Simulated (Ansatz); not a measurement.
# perovskite-structured CsPbCl3

**What was measured.** A cell as deposited of cubic CsPbCl3 (space group Pm-3m), temperature not stated, from the Crystallography Open Database (1981), has a = 5.605 Å and 35.22 Å³/atom.

Level of theory: DFT, PBE, scalar-relativistic, no spin polarisation; plane waves to 420 eV with PAW datasets (Ansatz 0.2.0), Γ-centred 6×6×6 mesh, 0.05 eV Gaussian smearing. The datasets are Ansatz's generated set soft_2.

```cif
data_structure
_symmetry_space_group_name_H-M 'Pm-3m'
_symmetry_Int_Tables_number 221
_cell_length_a 5.7357
_cell_length_b 5.7357
_cell_length_c 5.7357
_cell_angle_alpha 90.000
_cell_angle_beta 90.000
_cell_angle_gamma 90.000
_cell_volume 188.69
loop_
_atom_site_label
_atom_site_type_symbol
_atom_site_symmetry_multiplicity
_atom_site_Wyckoff_symbol
_atom_site_fract_x
_atom_site_fract_y
_atom_site_fract_z
_atom_site_occupancy
Cs1 Cs 1 a 0.00000 0.00000 0.00000 1
Pb1 Pb 1 b 0.50000 0.50000 0.50000 1
Cl1 Cl 3 c 0.00000 0.50000 0.50000 1
```

The start was a prototype's sites filled with these elements; the Crystallography Open Database holds the compound in this structure. The ideal cubic cell shuts out tilts of the octahedra, which such structures often take.

The cell above was scaled in volume, its shape and atoms being fixed by the lattice's symmetry. Energies are counted from the cell above.

```json
{"V (Å³/atom)": "35.663", "ΔE (meV/atom)": "8.64", "P from the stress (GPa)": "1.41"}
{"V (Å³/atom)": "36.229", "ΔE (meV/atom)": "4.44", "P from the stress (GPa)": "0.98"}
{"V (Å³/atom)": "36.984", "ΔE (meV/atom)": "1.07", "P from the stress (GPa)": "0.46"}
{"V (Å³/atom)": "37.738", "ΔE (meV/atom)": "0.00", "P from the stress (GPa)": "0.00"}
{"V (Å³/atom)": "38.493", "ΔE (meV/atom)": "0.99", "P from the stress (GPa)": "-0.41"}
{"V (Å³/atom)": "39.248", "ΔE (meV/atom)": "3.83", "P from the stress (GPa)": "-0.78"}
{"V (Å³/atom)": "40.380", "ΔE (meV/atom)": "11.10", "P from the stress (GPa)": "-1.26"}
{"V (Å³/atom)": "41.512", "ΔE (meV/atom)": "21.48", "P from the stress (GPa)": "-1.67"}
```

Task: Do the energies and the pressures agree? Compare −ΔE/ΔV between neighbouring points (1 meV/Å³ = 0.1602 GPa) with the mean of their pressures.

Result: 
```
interval (Å³/atom)  −ΔE/ΔV (GPa)  mean P (GPa)
    35.66 to 36.23           1.2           1.2
    36.23 to 36.98           0.7           0.7
    36.98 to 37.74           0.2           0.2
    37.74 to 38.49          -0.2          -0.2
    38.49 to 39.25          -0.6          -0.6
    39.25 to 40.38          -1.0          -1.0
    40.38 to 41.51          -1.5          -1.5
```
They differ by 0.01 GPa at most.

Task: What do the two routes give for V0, B0 and B0′?

Result: A third-order Birch–Murnaghan fit of the energies: V0 = 37.74 Å³/atom, B0 = 22 GPa, B0′ = 4.7. A polynomial of P in ln V, with B = −dP/d ln V at P = 0: V0 = 37.74 Å³/atom, B0 = 22 GPa, B0′ = 4.7.

B0·V0 = 21.8 GPa × 37.74 Å³ = 5.14 eV/atom sets the scale: near the minimum ΔE ≈ ½ B0 V0 x², with x = V/V0 − 1, and a pressure of 0.22 GPa squeezes the volume by about 1 %. At the ends of the curve: x = −5.5 % predicts 7.8 meV/atom and the run gives 8.6; x = +10.0 % predicts 25.7 meV/atom and the run gives 21.5. The lopsidedness is anharmonic: atoms resist being pushed together more than being pulled apart.

**Comparison.** The computed cell (5.736 Å, 37.74 Å³/atom) differs from the database's by +7.2 % in volume, about +2.3 % in length. PBE usually overestimates volumes, but by less than this. The static lattice also lacks zero-point motion and thermal expansion, roughly 1.5 to 3.8 % in volume at 300 K (room temperature assumed) by Grüneisen's rule, γ·3k_BT/(B0·V0) with γ of 1 to 2.5, so its own overestimate is larger than the figure. Spin–orbit coupling, left out, also moves the volume of such heavy elements' compounds. The database's entry may also be off.

For elements this heavy, spin–orbit coupling would shift levels and gaps; it isn't included here.

The curve describes a soft, ionic lattice. Singly charged Cs and Cl ions and long Pb–Cl contacts give a weak electrostatic restoring force, far below that of oxide perovskites, where the ions carry higher charges and sit closer together. With every site fixed by symmetry, compression can only shorten the straight Pb–Cl–Pb links, so B0 reflects bond stiffness. A crystal free to bend those links could yield more easily.

The softness also puts the volume error in proportion: the measured volume lies just beyond the most compressed point, which costs only 8.64 meV/atom and 1.41 GPa. A small missing attraction is therefore enough to swell the cell noticeably. Dispersion between the polarisable ions, which PBE largely misses, is a likely contributor. Another possibility is that the measured cubic cell averages over locally tilted octahedra, which shortens the Pb–Pb distance without shortening the Pb–Cl bonds. The agreement between energies and stresses supports the numerical soundness of the equation of state, but can't separate these causes.
